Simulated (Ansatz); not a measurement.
# GaN (F-43m) in Ansatz: band structure with LDA

Aim: the band structure of GaN with LDA.

Everything below comes from runs of Ansatz 0.2.0. Logs are shortened: lines on timing, memory, paths and dates and some standing lists are left out, and cuts for length are marked.

**What was measured.**

A printed reference work, textbook reports, for a bulk crystal of GaN at 0 K: band gap 3.299 eV (direct).

How close the calculation comes is told below.

## Step 1: The crystal as given

Symmetry: F-43m, No. 216, cubic system. The conventional cell has a = 4.507 Å, b = 4.507 Å, c = 4.507 Å, α = 90.00°, β = 90.00°, γ = 90.00°. Ga (site symmetry -43m) is surrounded by 4 N at 1.95 Å. Around N (site symmetry -43m) lie 4 Ga at 1.95 Å.

The cell is a database's computed one.

## Step 2: Band structure, LDA, spin-orbit coupling, no magnetisation

The input, input.yaml:

```yaml
crystal:
  lattice:
    - [0.0, 2.2535006075, 2.2535006075]
    - [2.2535006075, 0.0, 2.2535006075]
    - [2.2535006075, 2.2535006075, 0.0]
  atoms:
    - { symbol: Ga, position: [0.0, 0.0, 0.0] }
    - { symbol: "N", position: [0.25, 0.25, 0.25] }
kpoints:
  mp_grid: { grid: [7, 7, 7] }
  band_path:
    path:
      - [0.0, 0.0, 0.0]
      - [0.5, 0.0, 0.5]
      - [0.5, 0.25, 0.75]
      - [0.375, 0.375, 0.75]
      - [0.0, 0.0, 0.0]
      - [0.5, 0.5, 0.5]
      - [0.625, 0.25, 0.625]
      - [0.5, 0.25, 0.75]
    npoints: 12
scf:
  occupations: { method: fermi_dirac, width: 0.05 }
hamiltonian:
  xc: lda
  pseudopotentials: { kind: all_electron, lapw: { basis_error: 0.001 } }
magnetization:
  noncollinear: true
  spin_orbit: true
output:
  forces: true
  stress: true
  eigenvalues: true
```

Potentials or basis: all-electron LAPW, relativistic spinors.

Started as:

```console
$ ansatz run input.yaml --threads 1 --pin off --max-ram 3072MiB --backend cpu --events-out ev --progress --plain --runs-dir out
```

Output:

```text
Warning: RAYON_NUM_THREADS=1 ignored (pool sized by the plan → 1); use --threads N
LAPW: plane waves up to 10.523 Å⁻¹, error target 1.0e-3 eV per atom; Dirac's equation on spinors; N in spheres of 0.857 Å, 7 of its electrons in bands; Ga in spheres of 1.095 Å, 21 of its electrons in bands (how accurate: hamiltonian.pseudopotentials.lapw.basis_error, Limitations)
Engine: ansatz 0.2.0, x86_64-unknown-linux-gnu
Pseudopotentials: kind: all_electron
Pseudopotential: Ga, LAPW, valence charge 21, lapw/all_electron/dirac/gaussian/Ga, Dirac's equation, gaussian nucleus
Pseudopotential: N, LAPW, valence charge 7, lapw/all_electron/dirac/gaussian/N, Dirac's equation, gaussian nucleus
Functional definition: SPW92
  exchange = slater_x
  correlation = pw_c
non-collinear run that drives no moment, with spin-orbit: no starting moment large enough to seed its density (crystal.atoms[].spin), no starting occupations that ask for one, no magnetisation constraint and no magnetic field, so the semilocal B_xc is pinned to zero
Crystal: 2 atoms, lattice volume = 22.888 Å³
Basis set: ecut = 421.8584852107361 eV, 459 PW (Γ), exchange–correlation at level 2
Bands: 36, of which v1, the nominal top of the filled ones, is band 28 counted from 1 (27 counted from 0)
Symmetry: 24 space group operations + 24 with time reversal
Magnetic group: BNS 216.75 (UNI 1577), of the structure as read, at distance tolerance 2.8e-5 Å
k-points: 20 of 343 (time reversal used)
Non-local potential: Ga, projectors of the file, none
Non-local potential: N, projectors of the file, none
Initial density: superposition of atomic densities (chi_scale 0.1, normalization cell, long waves kept (reshape's long-wave potential 0.00 eV rms))
Initial wavefunctions: plane waves of lowest kinetic energy (no species holds an atomic orbital)
Functional: x = slater, c = lda
iter 1 solved again at ethr=1.81e-2 eV; its pass at ethr=1.00e-1 eV (dr2=5.08e0 eV) is discarded
SCF iter   1: F=—  HF=-54309.364625 eV  |F-HF|=—  |Δ(HF+E_count)|=         —  Δρ=1.33e-1  dr2=5.08e0  dr2_m=0.00e0 (ungated)  ethr=1.81e-2  |M|=0.00e0 ∫|m|=0.00e0 μB  β_m=0.30  ⟨swp⟩=2.0  Hψ=4694  notcnv=0
preconditioner: auto → none  [insulator: Δε(μ)=3.244 eV  Ē_g=18.255 eV  σ=0.050 eV  W_gap=1.00  n_scr=14 (ndim 8)  ℏωp=32.9 eV  f_vac=0.000  D(μ)=0.00/eV (n_scr^D=0)  ε∞_Penn≈4.3]
iter 2 solved again at ethr=8.40e-4 eV; its pass at ethr=1.81e-2 eV (dr2=2.35e-1 eV) is discarded
SCF iter   2: F=—  HF=-54307.466580 eV  |F-HF|=—  |Δ(HF+E_count)|=    1.90e0  Δρ=3.12e-2  dr2=2.34e-1  dr2_m=0.00e0 (ungated)  ethr=8.40e-4  |M|=0.00e0 ∫|m|=0.00e0 μB  β_m=0.32  ⟨swp⟩=2.0  Hψ=3742  notcnv=0
SCF iter   3: F=—  HF=-54307.403963 eV  |F-HF|=—  |Δ(HF+E_count)|=         —  Δρ=1.66e-2  dr2=4.64e-2  dr2_m=0.00e0 (ungated)  ethr=8.37e-4  |M|=0.00e0 ∫|m|=0.00e0 μB  β_m=0.51  ⟨swp⟩=2.0  Hψ=2160  notcnv=0
the basis was enlarged: its passes take 2.1 MiB over the memory plan, 1 of 1 planned eigensolver slots
SCF iter   4: F=—  HF=-54307.383666 eV  |F-HF|=—  |Δ(HF+E_count)|=   2.03e-2  Δρ=2.95e-3  dr2=1.47e-3  dr2_m=0.00e0 (ungated)  ethr=1.66e-4  |M|=0.00e0 ∫|m|=0.00e0 μB  β_m=0.46  ⟨swp⟩=2.0  Hψ=2122  notcnv=0
SCF iter   5: F=—  HF=-54307.381629 eV  |F-HF|=—  |Δ(HF+E_count)|=   2.04e-3  Δρ=4.43e-4  dr2=2.09e-5  dr2_m=0.00e0 (ungated)  ethr=5.26e-6  |M|=0.00e0 ∫|m|=0.00e0 μB  β_m=0.66  ⟨swp⟩=2.0  Hψ=2000  notcnv=0
SCF iter   6: F=—  HF=-54307.381632 eV  |F-HF|=—  |Δ(HF+E_count)|=   3.00e-6  Δρ=8.96e-5  dr2=1.50e-6  dr2_m=0.00e0 (ungated)  ethr=7.45e-8  |M|=0.00e0 ∫|m|=0.00e0 μB  β_m=0.82  ⟨swp⟩=2.0  Hψ=2000  notcnv=0
SCF iter   7: F=-54307.381632 eV  HF=-54307.381632 eV  |F-HF|=1.83e-9  |Δ(HF+E_count)|=   5.66e-7  Δρ=4.42e-6  dr2=2.66e-9  dr2_m=0.00e0 (ungated)  ethr=5.37e-9  |M|=0.00e0 ∫|m|=0.00e0 μB  ⟨swp⟩=2.0  Hψ=2000  notcnv=0
SCF 1 converged in 7 iterations: F = -54307.381632 eV  dr2 = 2.66e-9
NSCF: frozen V_eff on 85 k-points
SCF converged after 7 iterations
Magnetization: |M| = 0.0000 μB,  M = (+0.0000, +0.0000, +0.0000) μB
Absolute magnetization: 0.0000 μB (∫|m|)
  site 0: m = (+0.0000, +0.0000, +0.0000) μB, |m| = 0.0000 μB  (R = 1.09 Å)
  site 1: m = (+0.0000, +0.0000, +0.0000) μB, |m| = 0.0000 μB  (R = 0.86 Å)
Free energy (F): -54307.381632 eV
Harris-Foulkes:  -54307.381632 eV  (|F-HF|=1.83e-9)
Internal energy: -54307.381632 eV  (E = F + TS)
E sigma→0 (E₀):  -54307.381632 eV
Fermi energy:    11.939855 eV
--- Per-component energies (eV) ---
  E_band       = -1451.570821
  E_kinetic    = 55324.372517
  E_xc         = -2160.716376
  E_electrostatic = -107471.037772  (all electrons and nuclei)
  E_smearing   = -0.000000  (= −TS)
  E_closure    = 0.000000  (closes the sum)
  E_atoms      = -54293.427122  (free atoms, spherical and without spin; not in F)
  Σ components = -54307.381632   (vs F -54307.381632, Δ=0.00e0)
  Basis errors (estimates in eV, not in F): energy 4.5e-4 per atom: plane waves 4.2e-4 (2.5e-4 summed), levels above the bands 3.8e-100, relativity 5.9e-9, radial functions 3.0e-5, core shells 1.2e-9; eigenvalues (radial functions only) 9.1e-6; not estimated: angular momenta, meshes, grids; target (lapw.basis_error) 1.0e-3; muffin-tin radii N 0.857 Å, Ga 1.095 Å
--- Forces (eV/Å), atoms counted from 1 ---
  atom   1  Ga    -0.00000000     0.00000000     0.00000000
  atom   2  N      0.00000000    -0.00000000     0.00000000
  max |Σ_I F_I| component: 5.09e-17 eV/Å
--- Stress (GPa, compression-positive) ---
       -6.344141       0.000000       0.000000
        0.000000      -6.344141       0.000000
        0.000000       0.000000      -6.344141
  P = ⅓ Tr σ = -6.3441 GPa (-63.441 kbar)
--- Band table (eV; the first three rows and the last of 20) ---
  k-point 0: bands = ["-360.7563", "-360.7563", "-130.1265", "-130.1265", "-83.8288", "-83.8288", "-80.1938", "-80.1938", "-80.1938", "-80.1938", "-4.7649", "-4.7649", "-2.7244", "-2.7244", "-2.7244", "-2.7244", "-2.3661", "-2.3661", "-2.1283", "-2.1283", "-2.1283", "-2.1283", "11.0330", "11.0330", "11.0461", "11.0461", "11.0461", "11.0461", "12.7782", "12.7782", "20.9300", "20.9300", "21.2636", "21.2636", "21.2636", "21.2636"]
  k-point 1: bands = ["-360.7563", "-360.7563", "-130.1265", "-130.1265", "-83.8289", "-83.8289", "-80.1940", "-80.1940", "-80.1938", "-80.1938", "-4.5507", "-4.5507", "-2.7246", "-2.6999", "-2.6531", "-2.6531", "-2.3207", "-2.3207", "-2.1296", "-2.1261", "-2.1261", "-2.1017", "9.1991", "9.1991", "10.8255", "10.8255", "10.8343", "10.8432", "14.1009", "14.1009", "20.2841", "20.2841", "21.3506", "21.3506", "21.5517", "21.5526"]
  k-point 2: bands = ["-360.7563", "-360.7563", "-130.1265", "-130.1265", "-83.8291", "-83.8291", "-80.1945", "-80.1945", "-80.1940", "-80.1940", "-4.1493", "-4.1493", "-2.7085", "-2.6781", "-2.4384", "-2.4384", "-2.2435", "-2.2435", "-2.0948", "-2.0603", "-1.8776", "-1.8776", "6.4998", "6.4998", "10.3976", "10.3976", "10.4138", "10.4245", "15.2505", "15.2505", "19.5602", "19.5602", "21.5063", "21.5063", "21.6774", "21.6774"]
  k-point 19: bands = ["-360.7563", "-360.7563", "-130.1264", "-130.1264", "-83.8296", "-83.8295", "-80.1950", "-80.1949", "-80.1946", "-80.1946", "-3.8418", "-3.7571", "-2.6145", "-2.5544", "-2.5269", "-2.2201", "-2.2043", "-2.1423", "-2.0847", "-2.0480", "-0.1660", "-0.0859", "5.1864", "5.1947", "6.8133", "6.8610", "8.2222", "8.2662", "16.9591", "16.9702", "18.9636", "18.9662", "21.1492", "21.2274", "22.5581", "22.6217"]
```

It took 61 s on 1 thread of Intel Xeon at 2.70GHz, shared host; peak memory 0.42 GiB.

What came out:

```
Free energy             : -54307.3816 eV
Pressure                : -6.3 GPa
Band gap on the k mesh  : 1.73 eV, direct
Band gap along the path : 1.73 eV, direct
```

Levels at the corners of the path, in eV from the valence-band top:
```csv
point,band 25,band 26,band 27,band 28,band 29,band 30,band 31,band 32
Γ,0.00,0.00,0.00,0.00,1.73,1.73,9.88,9.88
X,-2.76,-2.76,-2.71,-2.71,3.25,3.25,6.47,6.47
W,-3.77,-3.75,-3.70,-3.66,6.11,6.12,8.21,8.22
K,-4.33,-4.29,-2.20,-2.20,4.88,4.88,7.70,7.70
Γ,0.00,0.00,0.00,0.00,1.73,1.73,9.88,9.88
L,-1.00,-1.00,-0.97,-0.97,4.53,4.53,8.59,8.59
U,-4.33,-4.29,-2.20,-2.20,4.88,4.88,7.70,7.70
W,-3.77,-3.75,-3.70,-3.66,6.11,6.12,8.21,8.22
```

## Step 3: Comparison with measurements

Step 2. Against the measured gap of GaN, 3.299 eV (direct; 0 K; a printed reference work, textbook), the calculated 1.73 eV is off by -1.57 eV. The value is that of LDA, without temperature or zero-point motion. Semilocal functionals fall short of measured gaps as a rule. The cell is a database's relaxed one, not the measured one, which moves gaps too.
